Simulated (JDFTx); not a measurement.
# Ag (Fm-3m) in JDFTx: convergence with k mesh

Aim: find how far k mesh must go before the results for Ag settle, at PBE. This setting moves, with any that are tied to it; all else stays.

Program: JDFTx 1.7.0 (patched build). These are calculated values, not measurements. Logs are shortened: lines on timing, memory, paths and dates and some standing lists are left out, and cuts for length are marked. The log counts tension as positive stress, the text compression.

## (1) The crystal as given

It takes space group Fm-3m (No. 225, cubic). Conventional cell: a = 4.085 Å, b = 4.085 Å, c = 4.085 Å, α = 90.00°, β = 90.00°, γ = 90.00°. Around Ag (site symmetry m-3m) lie 12 Ag at 2.89 Å.

## (2) With k mesh 2 × 2 × 2

The input, Ag.in:

```
lattice \
    0.0000000000     3.8602380411     3.8602380411 \
    3.8602380411     0.0000000000     3.8602380411 \
    3.8602380411     3.8602380411     0.0000000000
coords-type Lattice
ion Ag     0.0000000000     0.0000000000     0.0000000000 1

ion-species pseudo/Ag.upf
elec-cutoff 41
elec-ex-corr gga-PBE
kpoint-folding 2 2 2
elec-smearing Gauss 0.0018374661
elec-n-bands 15
electronic-SCF nIterations 100 energyDiffThreshold 1e-09
electronic-minimize nIterations 30 energyDiffThreshold 1e-7
converge-empty-states yes
forces-output-coords Cartesian

dump-name run.$VAR
dump End Ecomponents EigStats BandEigs Kpoints Forces Stress
```

Potentials or basis: PseudoDojo-SR-PBE-0.5-stringent.

The run is started by

```console
$ jdftx -c 1 -i Ag.in -o Ag.out
```

Run time: 1.4 s. Hardware: 1 thread of AMD EPYC 9R14 (Zen 4), shared host; peak memory 0.05 GiB.

Results:

* Free energy: -4009.2076 eV
* Pressure: 28.0 GPa
* Band gap on the k mesh: none (metal or under the smearing width)

## (3) With k mesh 3 × 3 × 3

Changes to Ag.in since step 2:

```diff
@@ -10,3 +10,3 @@
 elec-ex-corr gga-PBE
-kpoint-folding 2 2 2
+kpoint-folding 3 3 3
 elec-smearing Gauss 0.0018374661
```

Potentials or basis: PseudoDojo-SR-PBE-0.5-stringent.

The run is started by

```console
$ jdftx -c 1 -i Ag.in -o Ag.out
```

Run time: 1.8 s. Hardware: 1 thread of AMD EPYC 9R14 (Zen 4), shared host; peak memory 0.05 GiB.

Results:

```
Free energy            : -4011.5373 eV
Pressure               : 1.4 GPa
Band gap on the k mesh : none (metal or under the smearing width)
```

## (4) With k mesh 4 × 4 × 4

Changes to Ag.in since step 3:

```diff
@@ -10,3 +10,3 @@
 elec-ex-corr gga-PBE
-kpoint-folding 3 3 3
+kpoint-folding 4 4 4
 elec-smearing Gauss 0.0018374661
```

The run is started by

```console
$ jdftx -c 1 -i Ag.in -o Ag.out
```

It took 2.7 s on 1 thread of AMD EPYC 9R14 (Zen 4), shared host; peak memory 0.05 GiB.

What came out:

- Free energy: -4011.0284 eV
- Pressure: 5.6 GPa
- Band gap on the k mesh: none (metal or under the smearing width)

## (5) With k mesh 6 × 6 × 6

Changes to Ag.in since step 4:

```diff
@@ -10,3 +10,3 @@
 elec-ex-corr gga-PBE
-kpoint-folding 4 4 4
+kpoint-folding 6 6 6
 elec-smearing Gauss 0.0018374661
```

The run is started by

```console
$ jdftx -c 1 -i Ag.in -o Ag.out
```

Wall time 4.6 s (1 thread of AMD EPYC 9R14 (Zen 4), shared host); peak memory 0.05 GiB.

Results:

```yaml
Free_energy: -4011.1411 eV
Pressure: 5.3 GPa
Band_gap_on_the_k_mesh: none (metal or under the smearing width)
```

## (6) With k mesh 7 × 7 × 7

Changes to Ag.in since step 5:

```diff
@@ -10,3 +10,3 @@
 elec-ex-corr gga-PBE
-kpoint-folding 6 6 6
+kpoint-folding 7 7 7
 elec-smearing Gauss 0.0018374661
```

Potentials or basis: PseudoDojo-SR-PBE-0.5-stringent.

The run is started by

```console
$ jdftx -c 1 -i Ag.in -o Ag.out
```

Wall time 5.6 s (1 thread of AMD EPYC 9R14 (Zen 4), shared host); peak memory 0.05 GiB.

The run converged. Its results:

| Quantity | Value |
| --- | --- |
| Free energy | -4011.2600 eV |
| Pressure | 4.2 GPa |
| Band gap on the k mesh | none (metal or under the smearing width) |

## (7) With k mesh 9 × 9 × 9

Changes to Ag.in since step 6:

```diff
@@ -10,3 +10,3 @@
 elec-ex-corr gga-PBE
-kpoint-folding 7 7 7
+kpoint-folding 9 9 9
 elec-smearing Gauss 0.0018374661
```

The run is started by

```console
$ jdftx -c 1 -i Ag.in -o Ag.out
```

It took 9.3 s on 1 thread of AMD EPYC 9R14 (Zen 4), shared host; peak memory 0.06 GiB.

Results (log left out):

| Property | Result |
| --- | --- |
| Free energy | -4011.2279 eV |
| Pressure | 4.4 GPa |
| Band gap on the k mesh | none (metal or under the smearing width) |

## (8) With k mesh 11 × 11 × 11

Changes to Ag.in since step 7:

```diff
@@ -10,3 +10,3 @@
 elec-ex-corr gga-PBE
-kpoint-folding 9 9 9
+kpoint-folding 11 11 11
 elec-smearing Gauss 0.0018374661
```

The run is started by

```console
$ jdftx -c 1 -i Ag.in -o Ag.out
```

Wall time 14 s (1 thread of AMD EPYC 9R14 (Zen 4), shared host); peak memory 0.08 GiB.

Results (log left out):

```yaml
Free_energy: -4011.2121 eV
Pressure: 4.2 GPa
Band_gap_on_the_k_mesh: none (metal or under the smearing width)
```

## (9) With k mesh 13 × 13 × 13

Changes to Ag.in since step 8:

```diff
@@ -10,3 +10,3 @@
 elec-ex-corr gga-PBE
-kpoint-folding 11 11 11
+kpoint-folding 13 13 13
 elec-smearing Gauss 0.0018374661
```

Potentials or basis: PseudoDojo-SR-PBE-0.5-stringent.

The run is started by

```console
$ jdftx -c 1 -i Ag.in -o Ag.out
```

What it wrote:

```text
*************** JDFTx 1.7.0 (patched build) ***************

Input parsed successfully to the following command list (including defaults):
[... the input with its defaults ...]

---------- Setting up symmetries ----------

Found 48 point-group symmetries of the bravais lattice
Found 48 space-group symmetries with basis
Applied RMS atom displacement 0 bohrs to make symmetries exact.

---------- Initializing the Grid ----------
R =
[            0      3.86024      3.86024  ]
[      3.86024            0      3.86024  ]
[      3.86024      3.86024            0  ]
unit cell volume = 115.046
G =
[  -0.813834   0.813834   0.813834  ]
[   0.813834  -0.813834   0.813834  ]
[   0.813834   0.813834  -0.813834  ]
Minimum fftbox size, Smin = [  32  32  32  ]
Chosen fftbox size, S = [  32  32  32  ]

---------- Exchange Correlation functional ----------
Initalized PBE GGA exchange.
Initalized PBE GGA correlation.

---------- Setting up pseudopotentials ----------
Width of ionic core gaussian charges (only for fluid interactions / plotting) set to 0

Reading pseudopotential file 'pseudo/Ag.upf':
  'Ag' pseudopotential, 'PBE' functional
  Generated using ONCVPSP code by D. R. Hamann
  19 valence electrons, 4 orbitals, 6 projectors, 1001 radial grid points, with lMax = 2
    4S    l: 0   occupation:  2.0   eigenvalue: -3.493089
    4P    l: 1   occupation:  6.0   eigenvalue: -2.152308
    4D    l: 2   occupation: 10.0   eigenvalue: -0.273545
    5S    l: 0   occupation:  1.0   eigenvalue: -0.161880
  Core radius for overlap checks: 1.53 bohrs.

Initialized 1 species with 1 total atoms.

Folded 1 k-points by 13x13x13 to 2197 k-points.

---------- Setting up k-points, bands, fillings ----------
Reduced to 84 k-points under symmetry.
Computing the number of bands and number of electrons
Calculating initial fillings.
nElectrons:  19.000000   nBands: 15   nStates: 84

----- Setting up reduced wavefunction bases (one per k-point) -----
average nbasis = 1442.919 , ideal nbasis = 1442.587

---------- Setting up ewald sum ----------
Optimum gaussian width for ewald sums = 1.967960 bohr.
Real space sum over 2197 unit cells with max indices [  6  6  6  ]
Reciprocal space sum over 2197 terms with max indices [  6  6  6  ]

---------- Allocating electronic variables ----------
Initializing wave functions:  linear combination of atomic orbitals
Note: number of bands (15) exceeds available atomic orbitals (10)
Ag pseudo-atom occupations:   s ( 2 1 )  p ( 6 )  d ( 10 )
	FillingsUpdate:  mu: +0.643320828  nElectrons: 19.000000
LCAOMinimize: Iter:   0  F: -147.3889370261439637  |grad|_K:  1.547e-03  alpha:  1.000e+00
	FillingsUpdate:  mu: +0.658233446  nElectrons: 19.000000
LCAOMinimize: Iter:   1  F: -147.3989229461388959  |grad|_K:  9.002e-05  alpha:  5.043e-01  linmin:  3.359e-01  cgtest: -1.075e+00
LCAOMinimize: 	Bad step direction: g.d > 0.
[... 8 lines of inner loops ...]
LCAOMinimize: Encountered beta<0, resetting CG.
	FillingsUpdate:  mu: +0.657169227  nElectrons: 19.000000
LCAOMinimize: Iter:   5  F: -147.3989614319089583  |grad|_K:  3.284e-08  alpha:  5.111e-01  linmin: -1.533e-04  cgtest:  5.111e-04
LCAOMinimize: Converged (|Delta F|<1.000000e-06 for 2 iters).

-------- Electronic minimization -----------
Will mix electronic density at each iteration.
	FillingsUpdate:  mu: +0.657169227  nElectrons: 19.000000
	FillingsUpdate:  mu: +0.647134899  nElectrons: 19.000000
SCF: Cycle:  0   F: -147.408801889734775   dF: -9.840e-03   |Residual|: 2.577e-02   |deigs|: 2.555e-01
	FillingsUpdate:  mu: +0.648985680  nElectrons: 19.000000
SCF: Cycle:  1   F: -147.409185177145275   dF: -3.833e-04   |Residual|: 6.369e-03   |deigs|: 7.864e-03
	FillingsUpdate:  mu: +0.648741725  nElectrons: 19.000000
SCF: Cycle:  2   F: -147.409188330534619   dF: -3.153e-06   |Residual|: 2.591e-03   |deigs|: 5.310e-04
	FillingsUpdate:  mu: +0.648523800  nElectrons: 19.000000
SCF: Cycle:  3   F: -147.409189061922319   dF: -7.314e-07   |Residual|: 4.939e-04   |deigs|: 3.502e-04
	FillingsUpdate:  mu: +0.648520382  nElectrons: 19.000000
SCF: Cycle:  4   F: -147.409189098106935   dF: -3.618e-08   |Residual|: 2.245e-04   |deigs|: 1.075e-04
	FillingsUpdate:  mu: +0.648507780  nElectrons: 19.000000
SCF: Cycle:  5   F: -147.409189125647600   dF: -2.754e-08   |Residual|: 1.589e-05   |deigs|: 1.028e-04
	FillingsUpdate:  mu: +0.648508922  nElectrons: 19.000000
SCF: Cycle:  6   F: -147.409189127340085   dF: -1.692e-09   |Residual|: 1.726e-05   |deigs|: 7.536e-05
	FillingsUpdate:  mu: +0.648509671  nElectrons: 19.000000
SCF: Cycle:  7   F: -147.409189128164996   dF: -8.249e-10   |Residual|: 6.634e-06   |deigs|: 3.733e-04
	FillingsUpdate:  mu: +0.648509734  nElectrons: 19.000000
SCF: Cycle:  8   F: -147.409189128225762   dF: -6.077e-11   |Residual|: 1.064e-05   |deigs|: 1.019e-04
SCF: Converged (|Delta E|<1.000000e-09 for 2 iters).

Setting wave functions to eigenvectors of Hamiltonian
Converging empty states (this may take a while): |deigs|: 1.928e-04

# Stress tensor in Cartesian coordinates [Eh/a0^3]:
[ -0.000147834            0            0  ]
[            0 -0.000147834            0  ]
[            0            0 -0.000147834  ]

# Ionic positions in lattice coordinates:
ion Ag   0.000000000000000   0.000000000000000   0.000000000000000 1

# Forces in Cartesian coordinates:
force Ag   0.000000000000000  -0.000000000000000   0.000000000000000 1

# Energy components:
   Eewald =     -107.1912658709665607
       EH =       35.4898846192318445
     Eloc =     -111.2446939219994988
      Enl =       -1.8742158885331563
      Exc =      -23.1668446201589333
 Exc_core =        7.6093655510138252
       KE =       52.9686481254524750
-------------------------------------
     Etot =     -147.4091220059600005
       TS =        0.0000671222657553
-------------------------------------
        F =     -147.4091891282257620

IonicMinimize: Iter:   0  F: -147.409189128225762  |grad|_K:  0.000e+00
IonicMinimize: Converged (|grad|_K<1.000000e-04).

#--- Lowdin population analysis ---
# oxidation-state Ag +0.129

Dumping 'run.eigStats' ...
	eMin: -2.740454 at state 0 ( [ +0.000000 +0.000000 +0.000000 ] spin 0 )
	HOMO: +0.642761 at state 13 ( [ +0.000000 +0.076923 -0.461538 ] spin 0 )
	mu  : +0.648509
	LUMO: +0.649093 at state 39 ( [ +0.000000 +0.307692 +0.461538 ] spin 0 )
	eMax: +1.605652 at state 41 ( [ +0.000000 +0.307692 -0.384615 ] spin 0 )
	HOMO-LUMO gap: +0.006332
	Optical gap  : +0.114171 at state 39 ( [ +0.000000 +0.307692 +0.461538 ] spin 0 )
Done!
[note: the HOMO, LUMO and gaps printed at the end count levels as full or empty at half filling, so they show a gap where a level is partly filled]
```

Run time: 21 s. Hardware: 1 thread of AMD EPYC 9R14 (Zen 4), shared host; peak memory 0.1 GiB.

What came out:

* Free energy: -4011.2084 eV
* Pressure: 4.3 GPa
* Band gap on the k mesh: none (metal or under the smearing width)

## (10) Summary

```tsv
k mesh	energy less the tightest run, at zero smearing (meV/atom)	pressure (GPa)	SCF cycles	CPU time (s)	peak memory (GiB)
2 × 2 × 2	2011.10	27.99	9	1.4	0.05
3 × 3 × 3	-324.88	1.36	9	1.8	0.05
4 × 4 × 4	181.43	5.64	9	2.7	0.05
6 × 6 × 6	69.33	5.33	9	4.6	0.05
7 × 7 × 7	-52.06	4.19	9	5.6	0.05
9 × 9 × 9	-20.14	4.39	9	9.3	0.06
11 × 11 × 11	-3.75	4.24	9	14	0.08
13 × 13 × 13	0.00	4.35	9	21	0.1
```

Not settled before the last step: the energy (to 1 meV/atom), the pressure (to 0.1 GPa). Meshes of other sizes hit other points, so gaps and Fermi surfaces needn't settle smoothly. The tightest run that finished is the yardstick and may itself not be fully converged.
